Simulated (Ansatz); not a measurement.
# Rh: biaxial strain in the a-b plane

The task here is to estimate one member of a computed series from the others.

This is Rh in the hcp structure; at room conditions it is fcc.

Method: DFT r2SCAN, scalar-relativistic, plane waves, PAW, in Ansatz 0.2.0.

3 further runs of the same task are left out: 3 set aside as unsound or not needed.

### Starting point

It takes space group P6_3/mmc (No. 194, hexagonal). The conventional cell has a = 2.704 Å, b = 2.704 Å, c = 4.349 Å, α = 90.00°, β = 90.00°, γ = 120.00°. Rh (site symmetry -6m2) is surrounded by 12 Rh at 2.68 to 2.70 Å.

As a file:

```
CELL_PARAMETERS angstrom
2.70364 0.00000 0.00000
-1.35182 2.34142 0.00000
0.00000 0.00000 4.34862
ATOMIC_POSITIONS crystal
Rh 0.66667 0.33333 0.75000
Rh 0.33333 0.66667 0.25000
```

It goes back to an entry of the Materials Project, which need not be the stable form.

It is the result of an earlier relaxation at this level (volume 13.76 Å³/atom; gap on the mesh: none (metal)).

Set-up of the first run:

The input, input.yaml:

```yaml
crystal:
  lattice:
    - [2.7036431835, 0.0, 0.0]
    - [-1.3518215917, 2.3414236797, 0.0]
    - [0.0, 0.0, 4.3486172221]
  atoms:
    - { symbol: Rh, position: [0.6666666667, 0.3333333333, 0.75] }
    - { symbol: Rh, position: [0.3333333333, 0.6666666667, 0.25] }
basis:
  ecutwfc: 500
kpoints:
  mp_grid: { grid: [24, 24, 12] }
hamiltonian:
  xc: r2scan
scf:
  occupations: { method: gaussian, width: 0.1 }
output:
  forces: true
  stress: true
  eigenvalues: true
```

Run with:

```bash
$ ansatz run input.yaml --threads 1 --pin off --max-ram 2560MiB --backend cpu --events-out ev --progress --plain --runs-dir out
```

Among the steps run: Zero strain; Strain -2.0 %; The cell strained by +2.0 %; At -4.0 %; The cell strained by +4.0 %; At -6.0 %; Strain +6.0 %.

One of the session's tables, all rows but one given; the rest of the session is left out.

It belongs to the step «Energy and stress against strain (a metal throughout)». Lengths are those of the vectors of the cell that was run; stresses in GPa:

| strain (%) | ΔE (meV/atom) | a (Å) | b (Å) | c (Å) |
| --- | --- | --- | --- | --- |
| -6.0 | 185.8 | 2.541 | 2.541 | 4.580 |
| -4.0 | 73.3 | 2.595 | 2.595 | 4.505 |
| -2.0 | 15.8 | 2.650 | 2.650 | 4.428 |
| +0.0 | 0.0 | 2.704 | 2.704 | 4.349 |
| +2.0 | 17.2 | 2.758 | 2.758 | 4.284 |
| +4.0 | ? | ? | ? | ? |
| +6.0 | 117.0 | 2.866 | 2.866 | 4.142 |

Q: Estimate the row for strain (%) = +4.0 from the others.

Worked estimate for «ΔE (meV/atom)». A straight line through the neighbours (2.0, 17.2) and (6.0, 117.0) gives 17.2 + (117.0 − 17.2) × (4.0 − 2.0) / (6.0 − 2.0) = 67.1; a parabola fitted to 3 rows on both sides gives 56.2.

The run gave: ΔE (meV/atom): 58.3; a (Å): 2.812; b (Å): 2.812; c (Å): 4.211. In «ΔE (meV/atom)» the line misses by +8.8 and the parabola by -2.1.

ΔE is over the unstrained cell. Stress in GPa, positive in compression, on the Cartesian axes of the input. 
